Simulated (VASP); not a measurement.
# Al3Pt2 (P-3m1) in VASP: further runs, part 3 of 3

VASP 6.6.1.

### Step 6. Relaxation of cell and atoms, PBEsol

INCAR reads:

```
  PREC = Accurate
  ENCUT = 600
  EDIFF = 1E-6
  ISMEAR = 1
  SIGMA = 0.1
  LREAL = F
  LASPH = T
  NELM = 80
  ALGO = Normal
  ISIF = 3
  LWAVE = F
  LCHARG = F
  GGA = PS
  IBRION = 2
  NSW = 90
  EDIFFG = -0.01
  KPAR = 2
```

KPOINTS reads:

```
regular mesh
0
Gamma
  12 12 7
```

POSCAR reads:

```
Al3Pt2
1.0
    4.2071400339      0.0000000000      0.0000000000
   -2.1035700170      3.6434901467      0.0000000000
    0.0000000000      0.0000000000      5.1889617200
Al Pt
3 2
Direct
    0.0000000000      0.0000000000      0.0000000000
    0.3333333300      0.6666666700      0.6468302300
    0.6666666700      0.3333333300      0.3531697700
    0.3333333300      0.6666666700      0.1661255000
    0.6666666700      0.3333333300      0.8338745000
```

Potentials or basis: VASP PAW PBE potentials, release 64 (Al, Pt).

On the command line:

```bash
> cat potpaw_PBE.64/Al/POTCAR potpaw_PBE.64/Pt/POTCAR > POTCAR
> mpirun -np 2 vasp_std > vasp.out
```

OUTCAR:

```text
PREC = Accurate
   ENCUT = 600
   EDIFF = 1E-6
   ISMEAR = 1
   LREAL = F
   LASPH = T
   NELM = 80
   ISIF = 3
   GGA = PS
   IBRION = 2
   NSW = 90
   EDIFFG = -0.01

 ion  position               nearest neighbor table
   1  0.000  0.000  0.000-   4 2.58   5 2.58   5 2.58   4 2.58   5 2.58   4 2.58   2 3.04   3 3.04
                             2 3.04   3 3.04   3 3.04   2 3.04
   2  0.333  0.667  0.647-   4 2.49   5 2.62   5 2.62   5 2.62   4 2.69   3 2.87   3 2.87   3 2.87
                             1 3.04   1 3.04   1 3.04
   3  0.667  0.333  0.353-   5 2.49   4 2.62   4 2.62   4 2.62   5 2.69   2 2.87   2 2.87   2 2.87
                             1 3.04   1 3.04   1 3.04
   4  0.333  0.667  0.166-   2 2.49   1 2.58   1 2.58   1 2.58   3 2.62   3 2.62   3 2.62   2 2.69
                             5 2.98   5 2.98   5 2.98
   5  0.667  0.333  0.834-   3 2.49   1 2.58   1 2.58   1 2.58   2 2.62   2 2.62   2 2.62   3 2.69
                             4 2.98   4 2.98   4 2.98

  LATTYP: Found a hexagonal cell.
 ALAT       =     4.2071400339
 C/A-ratio  =     1.2333703367

  Lattice vectors:

 A1 = (   4.2071400339,   0.0000000000,   0.0000000000)
 A2 = (  -2.1035700170,   3.6434901467,   0.0000000000)
 A3 = (   0.0000000000,   0.0000000000,   5.1889617200)

Analysis of symmetry for initial positions (statically):
=====================================================================
 Subroutine PRICEL returns:
 Original cell was already a primitive cell.

 Routine SETGRP: Setting up the symmetry group for a
 hexagonal supercell.

 Subroutine GETGRP returns: Found 12 space group operations
 (whereof 12 operations were pure point group operations)
 out of a pool of 24 trial point group operations.

The static configuration has the point symmetry D_3d.

Analysis of symmetry for dynamics (positions and initial velocities):
=====================================================================
 Subroutine PRICEL returns:
[... 145 lines left out ...]
   LRPA    =     F    only Hartree local field effects (RPA)
 conjugate gradient relaxation of ions
 non-spin polarized calculation
 Methfessel and Paxton  Order N= 1 SIGMA  =   0.10
  energy-cutoff  :      600.00
  volume of cell :       79.54
 maximum number of plane-waves:      2703
 NGX is ok and might be reduce to    36
   NGX = 17   NGY = 17   NGZ = 21

--------------------------------------- Ionic step        1  -------------------------------------------

 number of electron      28.9999997 magnetization

 Free energy of the ion-electron system (eV)
  ---------------------------------------------------
  ext. energy  EPLUGINS =         0.00000000
  ---------------------------------------------------
  free energy    TOTEN  =       -31.18016806 eV

  energy without entropy =      -31.18034624  energy(sigma->0) =      -31.18022745

------------------------ aborting loop because EDIFF is reached ----------------------------------------

  FORCE on cell =-STRESS in cart. coord.  units (eV):
  Direction    XX          YY          ZZ          XY          YZ          ZX
  --------------------------------------------------------------------------------------
  -------------------------------------------------------------------------------------
  Total       -0.2755373     -0.2755373     -0.1022887      0.0000000      0.0000000      0.0000000
  in kB       -5.5501655     -5.5501655     -2.0604079      0.0000000      0.0000000      0.0000000
  external PRESSURE =      -4.3869130 kB  Pullay stress =       0.0000000 kB
[... 182 lines left out ...]
--------------------------------------- Ionic step        6  -------------------------------------------

 number of electron      28.9999998 magnetization

 Free energy of the ion-electron system (eV)
  ---------------------------------------------------
  ext. energy  EPLUGINS =         0.00000000
  ---------------------------------------------------
  free energy    TOTEN  =       -31.18140516 eV

  energy without entropy =      -31.18158566  energy(sigma->0) =      -31.18146533

 E-fermi :   9.2169     XC(G=0): -11.4044

 val. band max:        9.1709360146   @ k =   0.1667   0.0833   0.1429
 cond. band min:       9.2217653461   @ k =   0.2500   0.0833   0.2857
 fundamental gap:      0.0508293315
 Fermi energy:         9.2169423083

 k-point     1 :       0.0000    0.0000    0.0000
  band No.  band energies     occupation
      1      -1.8878      2.00000
      2       2.0762      2.00000
      3       3.3297      2.00000
      4       3.3297      2.00000
      5       3.3465      2.00000
      6       3.9757      2.00000
[... 481 lines left out ...]
      5       3.5576      2.00000
      6       4.0003      2.00000
[... 10 lines left out ...]
     17      12.5761      0.00000
     18      13.2726      0.00000

 [... further k-points ...]

------------------------ aborting loop because EDIFF is reached ----------------------------------------

  FORCE on cell =-STRESS in cart. coord.  units (eV):
  Direction    XX          YY          ZZ          XY          YZ          ZX
  --------------------------------------------------------------------------------------
  -------------------------------------------------------------------------------------
  Total       -0.0076859     -0.0076859     -0.0164599      0.0000000     -0.0000000     -0.0000000
  in kB       -0.1552368     -0.1552368     -0.3324480      0.0000000     -0.0000000     -0.0000000
  external PRESSURE =      -0.2143072 kB  Pullay stress =       0.0000000 kB
[... 20 lines left out ...]
  FREE ENERGIE OF THE ION-ELECTRON SYSTEM (eV)
  ---------------------------------------------------
  free  energy   TOTEN  =       -31.1814051569 eV

  energy  without entropy=      -31.1815856618  energy(sigma->0) =      -31.18146533

 reached required accuracy - stopping structural energy minimisation
```

OSZICAR:

```text
N       E                     dE             d eps       ncg     rms          rms(c)
DAV:   1     0.134014310890E+03    0.13401E+03   -0.13754E+04  4032   0.155E+03
DAV:   2    -0.264626530756E+02   -0.16048E+03   -0.15406E+03  4966   0.265E+02
DAV:   3    -0.326378375512E+02   -0.61752E+01   -0.60282E+01  4926   0.472E+01
DAV:   4    -0.327229921076E+02   -0.85155E-01   -0.84930E-01  5236   0.590E+00
[... 42 lines left out ...]
DAV:   1    -0.311815062231E+02   -0.18297E-03   -0.11357E-02  4186   0.703E-01    0.444E-02
DAV:   2    -0.311814280914E+02    0.78132E-04   -0.29437E-04  4500   0.127E-01    0.234E-02
DAV:   3    -0.311814065786E+02    0.21513E-04   -0.54917E-05  4766   0.486E-02    0.838E-03
DAV:   4    -0.311814052510E+02    0.13276E-05   -0.51548E-06  4422   0.156E-02    0.257E-03
DAV:   5    -0.311814051569E+02    0.94068E-07   -0.23755E-07  2248   0.384E-03
   6 F= -.31181405E+02 E0= -.31181465E+02  d E =-.820803E-04
```

It took 2 min on 2 MPI ranks of Intel Xeon 6975P-C (Granite Rapids), shared host; peak memory 0.36 GiB.

What came out:

```yaml
Free_energy: -31.1814 eV
Relaxed_volume: 15.87 Å³/atom
Relaxed_cell: a = 4.203 Å, b = 4.203 Å, c = 5.186 Å, α = 90.00°, β = 90.00°, γ = 120.00°
Space_group_after_relaxing_to_0.05_Å: P-3m1 (No. 164)
Energy_gained_by_relaxing: 0.2 meV/atom
Ionic_steps: 6
Pressure_after_relaxing: 0.0 GPa
Largest_force_after_relaxing: 0.008 eV/Å
Band_gap_on_the_k_mesh: none (metal or under the smearing width)
```

Forces on the atoms (eV/Å):
```
Al   0.000  0.000  0.000
Al   0.000  0.000 -0.008
Al   0.000  0.000  0.008
Pt   0.000  0.000 -0.001
Pt   0.000  0.000  0.001
```

The path:
```
step  energy change (eV)  largest force (eV/Å)  pressure (GPa)  volume (Å³)
   1              0.0000                0.1136           -0.44        79.54
   2             -0.0005                0.0367            0.60        79.04
   3             -0.0009                0.0551            0.21        79.23
   4             -0.0012                0.0249           -0.04        79.33
   5             -0.0012                0.0246           -0.02        79.33
   6             -0.0012                0.0083           -0.02        79.33
```

Final structure:
```xyz
5
Lattice="4.2027 0.0000 0.0000 -2.1013 3.6396 0.0000 0.0000 0.0000 5.1860" Properties=species:S:1:pos:R:3 pbc="T T T"
Al   -2.1013    3.6396    5.1860
Al    0.0000    2.4264    3.3524
Al    2.1013    1.2132    1.8336
Pt    0.0000    2.4264    0.8538
Pt    2.1013    1.2132    4.3322
```

Caveat: the PAW data sets were made with another functional, which shifts forces and pressure a little. The run has no spin-orbit coupling, so splittings on Pt are missing.

### Step 7. Relaxation of cell and atoms, PBEsol

This run uses another cell than the first one, of 15.87 Å³/atom, 0.997 times its volume.

INCAR, as its differences from that of step 6:

```diff
@@ -2,3 +2,3 @@
   ENCUT = 600
-  EDIFF = 1E-6
+  EDIFF = 1E-7
   ISMEAR = 1
@@ -15,3 +15,3 @@
   NSW = 90
-  EDIFFG = -0.01
+  EDIFFG = -0.005
   KPAR = 2
```

KPOINTS is that of step 6.

POSCAR reads:

```
Al3Pt2                                  
1.0
    4.2026606313      0.0000000000      0.0000000000
   -2.1013303157      3.6396108703      0.0000000000
   -0.0000000000      0.0000000000      5.1860183226
  Al              Pt            
     3     2
Direct
     0.0000000000000000    1.0000000000000000    1.0000000000000000
     0.3333333300000021    0.6666666699999979    0.6464316814813186
     0.6666666699999979    0.3333333300000021    0.3535683185186814
     0.3333333300000021    0.6666666699999979    0.1646426903296077
     0.6666666699999979    0.3333333300000021    0.8353573096703922
```

Potentials or basis: VASP PAW PBE potentials, release 64 (Al, Pt).

On the command line:

```bash
> cat potpaw_PBE.64/Al/POTCAR potpaw_PBE.64/Pt/POTCAR > POTCAR
> mpirun -np 2 vasp_std > vasp.out
```

OUTCAR:

```text
PREC = Accurate
   ENCUT = 600
   EDIFF = 1E-7
   ISMEAR = 1
   LREAL = F
   LASPH = T
   NELM = 80
   ISIF = 3
   GGA = PS
   IBRION = 2
   NSW = 90
   EDIFFG = -0.005

 ion  position               nearest neighbor table
   1  0.000  0.000  0.000-   4 2.57   5 2.57   5 2.57   4 2.57   5 2.57   4 2.57   2 3.04   3 3.04
                             2 3.04   3 3.04   3 3.04   2 3.04
   2  0.333  0.667  0.646-   4 2.50   5 2.62   5 2.62   5 2.62   4 2.69   3 2.86   3 2.86   3 2.86
                             1 3.04   1 3.04   1 3.04
[... 768 lines left out ...]
  -------------------------------------------------------------------------------------
  Total        0.0075215      0.0075215      0.0140555     -0.0000000      0.0000000     -0.0000000
  in kB        0.1519516      0.1519516      0.2839539     -0.0000000      0.0000000     -0.0000000
  external PRESSURE =       0.1959524 kB  Pullay stress =       0.0000000 kB

 VOLUME and BASIS-vectors are now :
 -----------------------------------------------------------------------------
  energy-cutoff  :      600.00
  volume of cell :       79.31
      direct lattice vectors                 reciprocal lattice vectors
     4.202431517  0.000000000 -0.000000000     0.237957477  0.137384813  0.000000000
    -2.101215759  3.639412452  0.000000000    -0.000000000  0.274769627  0.000000000
    -0.000000000 -0.000000000  5.185337272     0.000000000  0.000000000  0.192851486

 POSITION                                       TOTAL-FORCE (eV/Angst)
 -----------------------------------------------------------------------------------
      4.20243      0.00000     -0.00000        -0.000000      0.000000      0.000000
     -0.00000      2.42627      3.35157         0.000000      0.000000     -0.003383
      2.10122      1.21314      1.83377        -0.000000     -0.000000      0.003383
     -0.00000      2.42627      0.85371         0.000000      0.000000     -0.002333
      2.10122      1.21314      4.33163        -0.000000     -0.000000      0.002333
 -----------------------------------------------------------------------------------
    total drift:                               -0.000000      0.000000     -0.000000

  FREE ENERGIE OF THE ION-ELECTRON SYSTEM (eV)
  ---------------------------------------------------
  free  energy   TOTEN  =       -31.1813888562 eV

  energy  without entropy=      -31.1815695190  energy(sigma->0) =      -31.18144908

 reached required accuracy - stopping structural energy minimisation
```

CONTCAR:

```text
Al3Pt2
   1.00000000000000
     4.2024315170594742    0.0000000000000031   -0.0000000000000000
    -2.1012157585797318    3.6394124515473165    0.0000000000000000
    -0.0000000000000000   -0.0000000000000000    5.1853372724306031
  Al              Pt
     3     2
Direct
     1.0000000000000000    0.0000000000000000    0.0000000000000000
     0.3333333300000021    0.6666666699999979    0.6463546531311842
     0.6666666699999979    0.3333333300000021    0.3536453468688158
     0.3333333300000021    0.6666666699999979    0.1646390820830298
     0.6666666699999979    0.3333333300000021    0.8353609179169702

  0.00000000E+00  0.00000000E+00  0.00000000E+00
  0.00000000E+00  0.00000000E+00  0.00000000E+00
  0.00000000E+00  0.00000000E+00  0.00000000E+00
  0.00000000E+00  0.00000000E+00  0.00000000E+00
  0.00000000E+00  0.00000000E+00  0.00000000E+00
```

It took 49 s on 2 MPI ranks of Intel Xeon 6975P-C (Granite Rapids), shared host; peak memory 0.35 GiB.

Results:

| Property | Result |
| --- | --- |
| Free energy | -31.1814 eV |
| Relaxed volume | 15.86 Å³/atom |
| Relaxed cell | a = 4.202 Å, b = 4.202 Å, c = 5.185 Å, α = 90.00°, β = 90.00°, γ = 120.00° |
| Space group after relaxing (to 0.05 Å) | P-3m1 (No. 164) |
| Energy gained by relaxing | 0.0 meV/atom |
| Ionic steps | 2 |
| Pressure after relaxing | 0.0 GPa |
| Largest force after relaxing | 0.003 eV/Å |
| Band gap on the k mesh | none (metal or under the smearing width) |

Forces in eV/Å, atoms in the order of the input:
```
Al   0.000  0.000  0.000
Al   0.000  0.000 -0.003
Al   0.000  0.000  0.003
Pt   0.000  0.000 -0.002
Pt   0.000  0.000  0.002
```

Final structure:
```yaml
crystal:
  lattice:
    - [4.20243, 0.00000, 0.00000]
    - [-2.10122, 3.63941, 0.00000]
    - [0.00000, 0.00000, 5.18534]
  atoms:
    - { symbol: Al, position: [0.00000, 0.00000, 0.00000] }
    - { symbol: Al, position: [0.33333, 0.66667, 0.64635] }
    - { symbol: Al, position: [0.66667, 0.33333, 0.35365] }
    - { symbol: Pt, position: [0.33333, 0.66667, 0.16464] }
    - { symbol: Pt, position: [0.66667, 0.33333, 0.83536] }
```

Caveat: the PAW data sets were made with another functional, which shifts forces and pressure a little.

### Step 8. The runs side by side

```tsv
level	potentials or basis	gap on the mesh (eV)	pressure (GPa)
r2SCAN	VASP PAW PBE potentials, release 64 (Al, Pt)	none	0.0
LDA	VASP PAW LDA potentials, release 64 (Al, Pt)	none	0.0
PBEsol	VASP PAW PBE potentials, release 64 (Al, Pt)	none	0.0
```

Alike in all rows: task relaxation of cell and atoms; no spin polarisation; cell relaxed; k mesh 12 × 12 × 7; cutoff (eV) 600; smearing methfessel-paxton 0.1 eV.

Caveats: the relaxation stopped at its first step, so nothing moved (some runs); the PAW data sets were made with another functional, which shifts forces and pressure a little (some runs).

Total energies depend on the potentials used, so only differences within one code and one set of settings carry meaning.
